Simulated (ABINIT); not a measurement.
# BN (P6_3/mmc) in ABINIT: notebook

The runs below take BN through band structure, with PW91, revPBE.

All numbers are computed with ABINIT 10.8.3 (patched build); they aren't measurements. Logs are shortened: lines on timing, memory, paths and dates and some standing lists are left out, and cuts for length are marked. The log counts tension as positive stress, the text compression.

## 1. The crystal as given

The structure is hexagonal, space group P6_3/mmc (No. 194). The conventional cell has a = 2.498 Å, b = 2.498 Å, c = 6.636 Å, α = 90.00°, β = 90.00°, γ = 120.00°. Around N (site symmetry -6m2) lie 3 B at 1.44 Å. B (site symmetry -6m2) has 3 N at 1.44 Å as nearest neighbours.

## 2. Band structure, PW91

The input, run.abi:

```
# Datasets: ground state, then fixed potential
ndtset 2

# Pseudopotentials
pp_dirpath "./"
pseudos "N.GGA_PBE-JTH.xml, B.GGA_PBE-JTH.xml"

# Structure
acell 4.7209893936 4.7209893937 12.5396556452
rprim
     1.0000000000     0.0000000000     0.0000000000
    -0.5000000000     0.8660254038     0.0000000000
     0.0000000000     0.0000000000     1.0000000000
ntypat 2
znucl 7 5
natom 4
typat 1 1 2 2
xred
     0.6666666667     0.3333333333     0.2500000000
     0.3333333333     0.6666666667     0.7500000000
     0.6666666667     0.3333333333     0.7500000000
     0.3333333333     0.6666666667     0.2500000000

# Plane-wave basis
ecut 26.0
pawecutdg 48.0
pawovlp 30

# Exchange and correlation
ixc -109134

# Bands and occupations
occopt 3
tsmear 0.05 eV

# SCF cycle
nstep 100

# Output
iomode 3
prtwf 0
prteig 0
prtebands 0
prtden1 1

# Dataset 1
kptopt1 1
ngkpt1 12 12 4
nshiftk1 1
shiftk1 0.0 0.0 0.0
nband1 12
tolvrs1 1.0e-9

# Dataset 2: bands along G-M-K-G-A-L-H-A
iscf2 -2
getden2 1
nband2 18
nbdbuf2 4
tolwfr2 1.0e-11
kptopt2 -7
ndivsm2 5
prteig2 1
prtvol2 -3
kptbounds2
     0.0000000000     0.0000000000     0.0000000000
     0.5000000000     0.0000000000     0.0000000000
     0.3333333333     0.3333333333     0.0000000000
     0.0000000000     0.0000000000     0.0000000000
     0.0000000000     0.0000000000     0.5000000000
     0.5000000000     0.0000000000     0.5000000000
     0.3333333333     0.3333333333     0.5000000000
     0.0000000000     0.0000000000     0.5000000000
```

Potentials or basis: JTH PAW PBE v2.0.

On the command line:

```sh
> abinit run.abi > log 2>&1
```

run.abo:

```text
.Version 10.8.3 of ABINIT
 DATASET    1 : space group P6_3/m m c (#194); Bravais hP (primitive hexag.)
================================================================================
 Values of the parameters that define the memory need for DATASET  1.
     intxc =       0    ionmov =       0      iscf =      17    lmnmax =       8
     lnmax =       4     mgfft =      60  mpssoang =       2    mqgrid =    3911
     natom =       4  nloc_mem =       2    nspden =       1   nspinor =       1
    nsppol =       1      nsym =      24    n1xccc =       1    ntypat =       2
    occopt =       3   xclevel =       2
       mpw =        1560          nfft =       34560          nkpt =          57
 PAW method is used; the additional fine FFT grid is defined by:
   mgfftf=        80    nfftf =     72000
================================================================================
================================================================================

 DATASET    2 : space group P6_3/m m c (#194); Bravais hP (primitive hexag.)
================================================================================
 Values of the parameters that define the memory need for DATASET  2.
     intxc =       0    ionmov =       0      iscf =      -2    lmnmax =       8
     lnmax =       4     mgfft =      60  mpssoang =       2    mqgrid =    3911
     natom =       4  nloc_mem =       2    nspden =       1   nspinor =       1
    nsppol =       1      nsym =      24    n1xccc =       1    ntypat =       2
    occopt =       3   xclevel =       2
       mpw =        1573          nfft =       34560          nkpt =          90
 PAW method is used; the additional fine FFT grid is defined by:
   mgfftf=        80    nfftf =     72000
================================================================================
================================================================================

--------------------------------------------------------------------------------
------------- Echo of variables that govern the present computation ------------
--------------------------------------------------------------------------------
 -outvars: echo values of preprocessed input variables --------
            acell      4.7209893936E+00  4.7209893937E+00  1.2539655645E+01 Bohr
              amu      1.40067400E+01  1.08110000E+01
             ecut      2.60000000E+01 Hartree
           getden1          0
           getden2          1
             iscf1         17
             iscf2         -2
              ixc     -109134
           jdtset        1    2
           kptopt1          1
           kptopt2         -7
         kptrlatt       12    0    0      0   12    0      0    0    4
          kptrlen1     5.01586226E+01
          kptrlen2     3.00000000E+01
            natom           4
            nband1         12
            nband2         18
           nbdbuf1          0
           nbdbuf2          4
           ndtset           2
           ndivsm1          0
           ndivsm2          5
            ngfft          24      24      60
          ngfftdg          30      30      80
             nkpt1         57
             nkpt2         90
            nstep         100
             nsym          24
           ntypat           2
           occopt           3
        pawecutdg      4.80000000E+01 Hartree
          pawovlp      3.0000000000E+01
         pawxcdev           0
        prtebands           0
           prteig1          0
           prteig2          1
           prtvol1          0
           prtvol2         -3
            prtwf           0
            rprim      1.0000000000E+00  0.0000000000E+00  0.0000000000E+00
                      -5.0000000000E-01  8.6602540380E-01  0.0000000000E+00
                       0.0000000000E+00  0.0000000000E+00  1.0000000000E+00
           shiftk1     0.00000000E+00  0.00000000E+00  0.00000000E+00
           shiftk2     5.00000000E-01  5.00000000E-01  5.00000000E-01
          spgroup         194
           tolvrs1     1.00000000E-09
           tolvrs2     0.00000000E+00
           tolwfr1     0.00000000E+00
           tolwfr2     1.00000000E-11
           tsmear      1.83746611E-03 Hartree
[... 271 lines left out ...]
  6.5612E-02  6.5612E-02  3.0656E-01  4.9291E-01  5.4029E-01  5.4029E-01
  5.4483E-01  5.4483E-01  5.6701E-01  5.9428E-01  6.6203E-01  7.2658E-01
 Non-SCF case, kpt    2 (  0.03333  0.00000  0.00000), residuals and eigenvalues=
  2.13E-12  2.67E-12  3.25E-12  7.52E-12  2.56E-12  5.92E-12  1.86E-12  2.01E-12
  1.07E-12  6.59E-12  5.12E-12  9.74E-12  5.19E-12  6.73E-12  2.95E-12  1.20E-11
  4.98E-12  6.26E-10
[... 605 lines left out ...]
 Non-SCF case, kpt   89 (  0.01852  0.01852  0.50000), residuals and eigenvalues=
  2.74E-12  7.30E-12  2.37E-12  3.92E-12  1.64E-12  5.07E-12  7.01E-13  1.29E-12
  8.43E-13  4.93E-12  2.15E-12  8.20E-12  2.33E-12  2.92E-12  3.90E-12  4.17E-12
  3.12E-12  3.23E-12
 -5.3572E-01 -5.3572E-01 -8.0644E-02 -8.0644E-02  6.1789E-02  6.1789E-02
  6.3442E-02  6.3442E-02  3.9493E-01  3.9493E-01  5.4207E-01  5.4207E-01
  5.4582E-01  5.4582E-01  5.8551E-01  5.8551E-01  6.8320E-01  6.8320E-01
 Non-SCF case, kpt   90 (  0.00000  0.00000  0.50000), residuals and eigenvalues=
  1.94E-12  3.18E-12  2.04E-12  3.90E-12  1.32E-12  3.41E-12  5.31E-13  2.02E-12
  5.18E-12  5.37E-12  7.94E-12  3.69E-12  3.29E-12  6.56E-12  1.79E-12  2.82E-12
  7.60E-12  2.26E-11
 -5.3645E-01 -5.3645E-01 -8.1622E-02 -8.1622E-02  6.4936E-02  6.4936E-02
  6.4936E-02  6.4936E-02  3.9390E-01  3.9390E-01  5.4253E-01  5.4253E-01
  5.4253E-01  5.4253E-01  5.8621E-01  5.8621E-01  6.8250E-01  6.8250E-01

--- !ResultsGS
iteration_state: {dtset: 2, }
comment   : Summary of ground state results
lattice_vectors:
- [  4.7209894,   0.0000000,   0.0000000, ]
- [ -2.3604947,   4.0884967,   0.0000000, ]
- [  0.0000000,   0.0000000,  12.5396556, ]
lattice_lengths: [   4.72099,    4.72099,   12.53966, ]
lattice_angles: [ 90.000,  90.000, 120.000, ] # degrees, (23, 13, 12)
lattice_volume:   2.4203730E+02
convergence: {deltae:  0.000E+00, res2:  0.000E+00, residm:  9.970E-12, diffor:  0.000E+00, }
etotal    :  -2.60230526E+01
entropy   :   0.00000000E+00
fermie    :   1.87186919E-01
cartesian_stress_tensor: null
pressure_GPa: null
xred      :
- [  6.6667E-01,   3.3333E-01,   2.5000E-01,  N]
- [  3.3333E-01,   6.6667E-01,   7.5000E-01,  N]
- [  6.6667E-01,   3.3333E-01,   7.5000E-01,  B]
- [  3.3333E-01,   6.6667E-01,   2.5000E-01,  B]
cartesian_forces: null
force_length_stats: {min: null, max: null, mean: null, }
...

 Integrated electronic density in atomic spheres:
 ------------------------------------------------
 Atom  Sphere_radius  Integrated_density
    1        1.20497          2.73906895
    2        1.20497          2.73906895
    3        1.70617          2.24613405
    4        1.70617          2.24613405

================================================================================

 ----iterations are completed or convergence reached----

 Mean square residual over all n,k,spin=   43.564E-13; max=  99.704E-13
 reduced coordinates (array xred) for    4 atoms
       0.666666666667      0.333333333333      0.250000000000
       0.333333333333      0.666666666667      0.750000000000
       0.666666666667      0.333333333333      0.750000000000
       0.333333333333      0.666666666667      0.250000000000

 cartesian coordinates (angstrom) at end:
    1      1.24911999914771     0.72117976779140     1.65892499887731
    2     -0.00000000001764     1.44235953558280     4.97677499663194
    3      1.24911999914771     0.72117976779140     4.97677499663194
    4     -0.00000000001764     1.44235953558280     1.65892499887731
 length scales=  4.720989393600  4.720989393700 12.539655645200 bohr
              =  2.498239998313  2.498239998366  6.635699995509 angstroms
 Eigenvalues (hartree) for nkpt=  90  k points:
 kpt#   1, nband= 18, wtk=  1.00000, kpt=  0.0000  0.0000  0.0000 (reduced coord)
  -0.54171   -0.53085   -0.11629   -0.03800    0.06426    0.06426    0.06561    0.06561
   0.30656    0.49291    0.54029    0.54029    0.54483    0.54483    0.56701    0.59428
   0.66203    0.72658
 kpt#   2, nband= 18, wtk=  1.00000, kpt=  0.0333  0.0000  0.0000 (reduced coord)
  -0.54090   -0.53007   -0.11518   -0.03700    0.06085    0.06216    0.06264    0.06402
   0.30807    0.49244    0.53959    0.54388    0.54389    0.54841    0.57013    0.59123
   0.66483    0.72486
 kpt#   3, nband= 18, wtk=  1.00000, kpt=  0.0667  0.0000  0.0000 (reduced coord)
  -0.53849   -0.52773   -0.11187   -0.03403    0.05093    0.05216    0.05797    0.05943
   0.31248    0.49087    0.53679    0.54244    0.55448    0.55895    0.57870    0.58221
   0.67293    0.71994
 kpt#   4, nband= 18, wtk=  1.00000, kpt=  0.1000  0.0000  0.0000 (reduced coord)
  -0.53449   -0.52387   -0.10637   -0.02910    0.03534    0.03653    0.05073    0.05230
   0.31943    0.48787    0.53201    0.54130    0.56768    0.57152    0.57591    0.59154
   0.68553    0.71255
 kpt#   5, nband= 18, wtk=  1.00000, kpt=  0.1333  0.0000  0.0000 (reduced coord)
[... 329 lines left out ...]
   0.40234    0.40234    0.54022    0.54022    0.56605    0.56605    0.58088    0.58088
   0.69113    0.69113
 kpt#  88, nband= 18, wtk=  1.00000, kpt=  0.0370  0.0370  0.5000 (reduced coord)
  -0.53352   -0.53352   -0.07772   -0.07772    0.05272    0.05272    0.05902    0.05902
   0.39787    0.39787    0.54104    0.54104    0.55502    0.55502    0.58312    0.58312
   0.68572    0.68572
 kpt#  89, nband= 18, wtk=  1.00000, kpt=  0.0185  0.0185  0.5000 (reduced coord)
  -0.53572   -0.53572   -0.08064   -0.08064    0.06179    0.06179    0.06344    0.06344
   0.39493    0.39493    0.54207    0.54207    0.54582    0.54582    0.58551    0.58551
   0.68320    0.68320
 kpt#  90, nband= 18, wtk=  1.00000, kpt=  0.0000  0.0000  0.5000 (reduced coord)
  -0.53645   -0.53645   -0.08162   -0.08162    0.06494    0.06494    0.06494    0.06494
   0.39390    0.39390    0.54253    0.54253    0.54253    0.54253    0.58621    0.58621
   0.68250    0.68250

== END DATASET(S) ==============================================================
================================================================================

 -outvars: echo values of variables after computation  --------
            acell      4.7209893936E+00  4.7209893937E+00  1.2539655645E+01 Bohr
           etotal1    -2.6023052630E+01
            fcart1    -3.9924928846E-28 -7.5737910509E-28 -0.0000000000E+00
                      -1.3118190906E-27 -2.3050668417E-28 -0.0000000000E+00
                       1.4258903159E-27  5.5980194725E-28 -0.0000000000E+00
                       2.8517806318E-28  4.2808384201E-28 -0.0000000000E+00
            rprim      1.0000000000E+00  0.0000000000E+00  0.0000000000E+00
                      -5.0000000000E-01  8.6602540380E-01  0.0000000000E+00
                       0.0000000000E+00  0.0000000000E+00  1.0000000000E+00
           strten1    -1.7286664317E-04 -1.7286664347E-04 -1.0010493611E-04
                       0.0000000000E+00  0.0000000000E+00  4.6574675658E-14
           xangst      1.2491199991E+00  7.2117976779E-01  1.6589249989E+00
                      -1.7639212895E-11  1.4423595356E+00  4.9767749966E+00
                       1.2491199991E+00  7.2117976779E-01  4.9767749966E+00
                      -1.7639212895E-11  1.4423595356E+00  1.6589249989E+00
             xred      6.6666666667E-01  3.3333333333E-01  2.5000000000E-01
                       3.3333333333E-01  6.6666666667E-01  7.5000000000E-01
                       6.6666666667E-01  3.3333333333E-01  7.5000000000E-01
                       3.3333333333E-01  6.6666666667E-01  2.5000000000E-01
 Calculation completed.
```

Wall time 59 s (1 thread of Intel Xeon Platinum 8488C (Sapphire Rapids), shared host); peak memory 0.14 GiB.

Results:

| Item | Value |
| --- | --- |
| Free energy | -708.1233 eV |
| Pressure | 4.4 GPa |
| Band gap on the k mesh | 4.28 eV, indirect (least direct gap 4.66 eV) |
| Band gap along the path | 4.25 eV, indirect (least direct gap 4.66 eV) |

Levels at the corners of the path, in eV from the valence-band top:
| point | band 4 | band 5 | band 6 | band 7 | band 8 | band 9 | band 10 | band 11 | band 12 | band 13 |
| --- | --- | --- | --- | --- | --- | --- | --- | --- | --- | --- |
| Γ | -4.15 | -1.37 | -1.37 | -1.33 | -1.33 | 5.22 | 10.29 | 11.58 | 11.58 | 11.71 |
| M | -8.89 | -4.19 | -4.13 | -1.48 | -0.47 | 4.25 | 5.63 | 9.58 | 10.02 | 12.70 |
| K | -7.88 | -7.19 | -7.19 | -0.11 | -0.11 | 4.84 | 4.84 | 10.77 | 13.23 | 13.23 |
| Γ | -4.15 | -1.37 | -1.37 | -1.33 | -1.33 | 5.22 | 10.29 | 11.58 | 11.58 | 11.71 |
| A | -5.34 | -1.35 | -1.35 | -1.35 | -1.35 | 7.60 | 7.60 | 11.64 | 11.64 | 11.64 |
| L | -8.93 | -4.16 | -4.16 | -0.96 | -0.96 | 4.72 | 4.72 | 9.97 | 9.97 | 13.59 |
| H | -7.96 | -7.19 | -7.19 | -0.03 | -0.03 | 4.62 | 4.62 | 12.00 | 12.00 | 13.91 |
| A | -5.34 | -1.35 | -1.35 | -1.35 | -1.35 | 7.60 | 7.60 | 11.64 | 11.64 | 11.64 |

Caveat: the PAW data sets were made with another functional, which shifts forces and pressure a little; this functional lacks dispersion, which binds the layers, so the pressure and a relaxed spacing across them are unreliable; the atomic spheres overlap. As with any semilocal functional, this PW91 gap is likely too small.

## 3. Band structure, revPBE

Edit run.abi of step 2 so:

```diff
@@ -8,7 +8,7 @@
 # Structure
-acell 4.7209893936 4.7209893937 12.5396556452
+acell 3*1.0
 rprim
-     1.0000000000     0.0000000000     0.0000000000
-    -0.5000000000     0.8660254038     0.0000000000
-     0.0000000000     0.0000000000     1.0000000000
+     4.7209893936     0.0000000000     0.0000000000
+    -2.3604946968     4.0884967459     0.0000000000
+     0.0000000000     0.0000000000    12.5396556452
 ntypat 2
@@ -17,10 +17,10 @@
 typat 1 1 2 2
-xred
-     0.6666666667     0.3333333333     0.2500000000
-     0.3333333333     0.6666666667     0.7500000000
-     0.6666666667     0.3333333333     0.7500000000
-     0.3333333333     0.6666666667     0.2500000000
+xcart
+     2.3604946970     1.3628322485     3.1349139113
+    -0.0000000002     2.7256644974     9.4047417339
+     2.3604946970     1.3628322485     9.4047417339
+    -0.0000000002     2.7256644974     3.1349139113
 
 # Plane-wave basis
-ecut 26.0
+ecut 707.496042 eV
 pawecutdg 48.0
@@ -29,3 +29,3 @@
 # Exchange and correlation
-ixc -109134
+ixc 14
```

Potentials or basis: JTH PAW PBE v2.0.

On the command line:

```sh
> abinit run.abi > log 2>&1
```

It took 53 s on 1 thread of Intel Xeon Platinum 8488C (Sapphire Rapids), shared host; peak memory 0.14 GiB.

It converged, with:

```yaml
Free_energy: -704.7472 eV
Pressure: 8.4 GPa
Band_gap_on_the_k_mesh: 4.36 eV, indirect (least direct gap 4.70 eV)
Band_gap_along_the_path: 4.33 eV, indirect (least direct gap 4.70 eV)
```

Stress tensor (GPa, compression positive):
```
10.14  0.00  0.00
 0.00 10.14  0.00
 0.00  0.00  4.92
```

Levels at the corners of the path, in eV from the valence-band top:
| point | band 6 | band 7 | band 8 | band 9 | band 10 | band 11 |
| --- | --- | --- | --- | --- | --- | --- |
| Γ | -1.33 | -1.29 | -1.29 | 5.45 | 10.49 | 11.61 |
| M | -4.10 | -1.46 | -0.47 | 4.33 | 5.67 | 9.61 |
| K | -7.21 | -0.11 | -0.11 | 4.88 | 4.88 | 10.99 |
| Γ | -1.33 | -1.29 | -1.29 | 5.45 | 10.49 | 11.61 |
| A | -1.31 | -1.31 | -1.31 | 7.80 | 7.80 | 11.67 |
| L | -4.13 | -0.95 | -0.95 | 4.79 | 4.79 | 9.97 |
| H | -7.22 | -0.03 | -0.03 | 4.67 | 4.67 | 12.23 |
| A | -1.31 | -1.31 | -1.31 | 7.80 | 7.80 | 11.67 |

Caveat: the PAW data sets were made with another functional, which shifts forces and pressure a little; this functional lacks dispersion, which binds the layers, so the pressure and a relaxed spacing across them are unreliable; the atomic spheres overlap.
